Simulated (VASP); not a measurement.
# Pt (Fm-3m) in VASP: further runs, part 2 of 2

VASP 6.6.1. Earlier steps stand in the parts before.

## Step 3: Relaxation of cell and atoms, LDA

This run uses another cell than the first one, of 14.77 Å³/atom, 0.980 times its volume.

File INCAR:

```
PREC = Accurate ; ENCUT = 350
EDIFF = 1E-7 ; ISMEAR = 0
SIGMA = 0.1 ; LREAL = F
LASPH = T ; NELM = 60
ALGO = Normal ; ISIF = 3
LWAVE = F ; LCHARG = F
GGA = CA ; IBRION = 2
NSW = 80 ; EDIFFG = -0.002
```

File KPOINTS:

```
regular mesh
0
Gamma
  10 10 10
```

File POSCAR:

```
Pt                                      
1.0
   -0.0000000000      1.9475654864      1.9475654864
    1.9475654864      0.0000000000      1.9475654864
    1.9475654864      1.9475654864      0.0000000000
  Pt            
     1
Direct
     0.0000000000000000    1.0000000000000000    0.0000000000000000
```

Potentials or basis: VASP PAW LDA potentials, release 64 (Pt).

Run with:

```
$ cat potpaw_LDA.64/Pt/POTCAR > POTCAR
$ mpirun -np 1 vasp_std > vasp.out
```

OUTCAR:

```text
PREC = Accurate
   ENCUT = 350
   EDIFF = 1E-7
   ISMEAR = 0
   LREAL = F
   LASPH = T
   NELM = 60
   ISIF = 3
   GGA = CA
   IBRION = 2
   NSW = 80
   EDIFFG = -0.002

 ion  position               nearest neighbor table
   1  0.000  0.000  0.000-

  LATTYP: Found a face centered cubic cell.
 ALAT       =     3.8951309728

  Lattice vectors:

 A1 = (   0.0000000000,   1.9475654864,   1.9475654864)
 A2 = (   1.9475654864,   0.0000000000,   1.9475654864)
 A3 = (   1.9475654864,   1.9475654864,   0.0000000000)

Analysis of symmetry for initial positions (statically):
=====================================================================
 Subroutine PRICEL returns:
 Original cell was already a primitive cell.

 Routine SETGRP: Setting up the symmetry group for a
 face centered cubic supercell.

 Subroutine GETGRP returns: Found 48 space group operations
 (whereof 48 operations were pure point group operations)
 out of a pool of 48 trial point group operations.

The static configuration has the point symmetry O_h .

Analysis of symmetry for dynamics (positions and initial velocities):
=====================================================================
 Subroutine PRICEL returns:
 Original cell was already a primitive cell.

 Routine SETGRP: Setting up the symmetry group for a
 face centered cubic supercell.

 Subroutine GETGRP returns: Found 48 space group operations
 (whereof 48 operations were pure point group operations)
 out of a pool of 48 trial point group operations.

The dynamic configuration has the point symmetry O_h .

 Subroutine INISYM returns: Found 48 space group operations
 (whereof 48 operations are pure point group operations),
 and found     1 'primitive' translations

----------------------------------------------------------------------------------------

                                     Primitive cell

  volume of cell :      14.7743

  direct lattice vectors                    reciprocal lattice vectors
     0.000000000  1.947565486  1.947565486    -0.256730777  0.256730777  0.256730777
     1.947565486  0.000000000  1.947565486     0.256730777 -0.256730777  0.256730777
     1.947565486  1.947565486  0.000000000     0.256730777  0.256730777 -0.256730777

  length of vectors
     2.754273524  2.754273524  2.754273524     0.444670749  0.444670749  0.444670749

  position of ions in fractional coordinates (direct lattice)
     0.000000000  0.000000000  0.000000000

  ion indices of the primitive-cell ions
   primitive index   ion index
                 1           1

----------------------------------------------------------------------------------------

 KPOINTS: regular mesh

Automatic generation of k-mesh.
 Grid dimensions read from file:
 generate k-points for:   10   10   10

 Generating k-lattice:

  Cartesian coordinates                     Fractional coordinates (reciprocal lattice)
    -0.025673078  0.025673078  0.025673078     0.100000000  0.000000000  0.000000000
     0.025673078 -0.025673078  0.025673078     0.000000000  0.100000000  0.000000000
     0.025673078  0.025673078 -0.025673078     0.000000000  0.000000000  0.100000000

  Length of vectors
     0.044467075  0.044467075  0.044467075
[... 44 lines left out ...]
 SYSTEM =  unknown system
   PREC   = accura    normal or accurate (medium, high low for compatibility)
   ISTART =      0    job   : 0-new  1-cont  2-samecut
   ICHARG =      2    charge: 1-file 2-atom 10-const
   ISPIN  =      1    spin polarized calculation?
   LNONCOLLINEAR =      F non collinear calculations
   LSORBIT =      F    spin-orbit coupling
   LASPH  =      T    aspherical Exc in radial PAW
   ENCUT  =  350.0 eV  25.72 Ry    5.07 a.u.   4.20  4.20  4.20*2*pi/ulx,y,z
   NELM   =     60;   NELMIN=  2; NELMDL= -5     # of ELM steps
   EDIFF  = 0.1E-06   stopping-criterion for ELM
   LREAL  =      F    real-space projection
   EDIFFG = -.2E-02   stopping-criterion for IOM
   NSW    =     80    number of steps for IOM
   IBRION =      2    ionic relax: 0-MD 1-quasi-New 2-CG
   NFREE  =      1    steps in history (QN), initial steepest desc. (CG)
   ISIF   =      3    stress and relaxation
   ISYM   =      2    0-nonsym 1-usesym 2-fastsym
   POTIM  = 0.5000    time-step for ionic-motion
   TEBEG  =    0.0;   TEEND  =   0.0 temperature during run
   PSTRESS=    0.0 pullay stress
   NELECT =      10.0000    total number of electrons
   NUPDOWN=      -1.0000    fix difference up-down
   EMIN   =  10.00;   EMAX   =-10.00  energy-range for DOS
   EFERMI =   0.00;   METHOD = LEGACY
   ISMEAR =     0;   SIGMA  =   0.10  broadening in eV -4-tet -1-fermi 0-gaus
   EFERMI_NEDOS =   21; number of points for ismear=-14 and -15
   IALGO  =     38    algorithm
   IMIX   =      4    mixing-type and parameters
     AMIX     =   0.40;   BMIX     =  1.00
     AMIX_MAG =   1.60;   BMIX_MAG =  1.00
  volume/ion in A,a.u.               =      14.77        99.70
  Fermi-wavevector in a.u.,A,eV,Ry     =   1.437384  2.716262 28.110621  2.066072
  Thomas-Fermi vector in A             =   2.556468
   LORBIT       =      0    0 simple, 1 ext, 2 COOP (PROOUT), +10 PAW based schemes
   GGA     = CA    functional components
   LHFCALC =     F    Hartree Fock is set to
   AEXX    =    0.0000 exact exchange contribution
   IVDW    =     0    specifies the selected vdW correction
   LEPSILON=     F    determine dielectric tensor
   LRPA    =     F    only Hartree local field effects (RPA)
 conjugate gradient relaxation of ions
 non-spin polarized calculation
 Gauss-broadening in eV      SIGMA  =   0.10
  energy-cutoff  :      350.00
  volume of cell :       14.77
 maximum number of plane-waves:       229
 NGX is ok and might be reduce to    18
   NGX =  9   NGY =  9   NGZ =  9

--------------------------------------- Ionic step        1  -------------------------------------------

 number of electron      10.0000004 magnetization

 Free energy of the ion-electron system (eV)
  ---------------------------------------------------
  ext. energy  EPLUGINS =         0.00000000
  ---------------------------------------------------
  free energy    TOTEN  =        -7.49313925 eV

  energy without entropy =       -7.48775170  energy(sigma->0) =       -7.49044548

------------------------ aborting loop because EDIFF is reached ----------------------------------------

  FORCE on cell =-STRESS in cart. coord.  units (eV):
  Direction    XX          YY          ZZ          XY          YZ          ZX
  --------------------------------------------------------------------------------------
  -------------------------------------------------------------------------------------
  Total       -0.0086041     -0.0086041     -0.0086041      0.0000000      0.0000000      0.0000000
  in kB       -0.9330595     -0.9330595     -0.9330595      0.0000000      0.0000000      0.0000000
  external PRESSURE =      -0.9330595 kB  Pullay stress =       0.0000000 kB
[... 57 lines left out ...]
--------------------------------------- Ionic step        3  -------------------------------------------

 number of electron      10.0000004 magnetization

 Free energy of the ion-electron system (eV)
  ---------------------------------------------------
  ext. energy  EPLUGINS =         0.00000000
  ---------------------------------------------------
  free energy    TOTEN  =        -7.49314055 eV

  energy without entropy =       -7.48775923  energy(sigma->0) =       -7.49044989

 E-fermi :  11.5703     XC(G=0): -13.8086

 val. band max:       11.5048402339   @ k =   0.4000   0.3000   0.0000
 cond. band min:      11.5842228911   @ k =   0.5000   0.5000   0.0000
 fundamental gap:      0.0793826572
 Fermi energy:        11.5703498795

 k-point     1 :       0.0000    0.0000    0.0000
  band No.  band energies     occupation
      1       1.0670      2.00000
      2       7.6059      2.00000
      3       7.6059      2.00000
      4       7.6059      2.00000
      5       9.8720      2.00000
      6       9.8720      2.00000
      7      26.1111      0.00000
      8      31.1486      0.00000
      9      31.1486      0.00000
[... 265 lines left out ...]
 k-point    24 :       0.4000    0.3000    0.0000
  band No.  band energies     occupation
      1       4.7163      2.00000
      2       5.3441      2.00000
      3       8.8250      2.00000
      4      10.1891      2.00000
      5      11.5048      1.64579
      6      11.7665      0.00553
      7      23.6520      0.00000
      8      25.9725      0.00000
      9      26.5717      0.00000

 [... further k-points ...]

------------------------ aborting loop because EDIFF is reached ----------------------------------------

  FORCE on cell =-STRESS in cart. coord.  units (eV):
  Direction    XX          YY          ZZ          XY          YZ          ZX
  --------------------------------------------------------------------------------------
  -------------------------------------------------------------------------------------
  Total        0.0002096      0.0002096      0.0002096      0.0000000      0.0000000      0.0000000
  in kB        0.0227330      0.0227330      0.0227330      0.0000000      0.0000000      0.0000000
  external PRESSURE =       0.0227330 kB  Pullay stress =       0.0000000 kB
[... 16 lines left out ...]
  FREE ENERGIE OF THE ION-ELECTRON SYSTEM (eV)
  ---------------------------------------------------
  free  energy   TOTEN  =        -7.4931405472 eV

  energy  without entropy=       -7.4877592286  energy(sigma->0) =       -7.49044989

 reached required accuracy - stopping structural energy minimisation
```

CONTCAR:

```text
Pt
   1.00000000000000
     0.0000000000000000    1.9473711328390784    1.9473711328390784
     1.9473711328390784    0.0000000000000000    1.9473711328390784
     1.9473711328390784    1.9473711328390784    0.0000000000000000
  Pt
     1
Direct
     0.0000000000000000    0.0000000000000000    0.0000000000000000

  0.00000000E+00  0.00000000E+00  0.00000000E+00
```

Wall time 9.1 s (1 thread of Intel Xeon Platinum 8259CL at 2.50GHz (Skylake/Cascade Lake), shared host); peak memory 0.12 GiB.

Results:

```yaml
Free_energy: -7.4931 eV
Relaxed_volume: 14.77 Å³/atom
Relaxed_cell: a = 2.754 Å, b = 2.754 Å, c = 2.754 Å, α = 60.00°, β = 60.00°, γ = 60.00°
Space_group_after_relaxing_to_0.05_Å: Fm-3m (No. 225)
Energy_gained_by_relaxing: 0.0 meV/atom
Ionic_steps: 3
Pressure_after_relaxing: 0.0 GPa
Band_gap_on_the_k_mesh: none (metal or under the smearing width)
```

Final structure:
```
Pt
1.0
     0.00000    1.94737    1.94737
     1.94737    0.00000    1.94737
     1.94737    1.94737    0.00000
Pt
1
Direct
  0.00000 0.00000 0.00000
```
